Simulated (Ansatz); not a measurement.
Runs of Ansatz 0.2.0 on Ta2N. The structure is trigonal, space group P-3m1 (No. 164). The conventional cell has a = 3.113 Å, b = 3.113 Å, c = 4.870 Å, α = 90.00°, β = 90.00°, γ = 120.00°. Ta (site symmetry 3m) is surrounded by 3 N at 2.18 Å. N (site symmetry -3m) has 6 Ta at 2.18 Å as nearest neighbours. The cell comes from a database or a generator and needn't be the stable form of this composition.

```csv
task,level,spin,cell,k mesh,cutoff (eV),points for each segment of the path,atoms under strain,gap on the mesh (eV),pressure (GPa),relaxed volume (Å³/atom),largest force (eV/Å)
relaxation of cell and atoms,RPBE+D4,off,relaxed,10 × 10 × 6,420,-,-,none,0.0,13.40,-
relaxation of cell and atoms,RPBE+D3(BJ),off,relaxed,10 × 10 × 6,420,-,-,none,0.0,11.92,-
band structure,RPBE,off,as given,10 × 10 × 6,420,14,-,none,(b),-,0.09
elastic constants,LDA,off,as given,7 × 7 × 5,420,-,relaxed,none,-12.7,-,-
relaxation of cell and atoms,RPBE,off,relaxed,10 × 10 × 6,420,-,-,none,0.0,13.74,-
phonons,LDA,off,as given,7 × 7 × 5,420,-,-,none,-,-,-
relaxation of cell and atoms,revPBE+D4,off,relaxed,10 × 10 × 6,420,-,-,none,0.0,13.39,-
relaxation of cell and atoms,revPBE+D3(BJ),off,relaxed,10 × 10 × 6,420,-,-,none,0.0,13.11,-
band structure,r2SCAN,"SOC, no magnetisation",as given,7 × 7 × 5,500,14,-,none,-5.5,-,0.15
band structure,PBEsol,"SOC, no magnetisation",as given,7 × 7 × 5,420,14,-,none,(a),-,0.26
```

Alike in all rows: potentials or basis Ansatz PAW; smearing fermi-dirac 0.05 eV.

Question: Fill in the values left out.

Answer: (a) -9.3; (b) 2.6.

Caveats: the PAW data sets come from PBE, with cores solved anew for the run's functional, which leaves a small shift of forces and pressure; the plane-wave basis is chosen anew once the cell has moved, so the energies of steps on either side of that aren't comparable (some runs); pairwise dispersion overbinds metals, which lowers pressure and volume (some runs); spin-orbit coupling is left out, which moves the levels of the heavy elements (some runs); the cell is more than 3 GPa from zero pressure, which shifts response properties (some runs); elastic constants of metals need much finer meshes, so these are rough (some runs).

A k mesh can miss the band edges, and rows without SOC leave out spin-orbit coupling on Ta.

A gap of «none» marks a metal or a gap under the smearing width.

Runs at the PBE level aren't shown here.
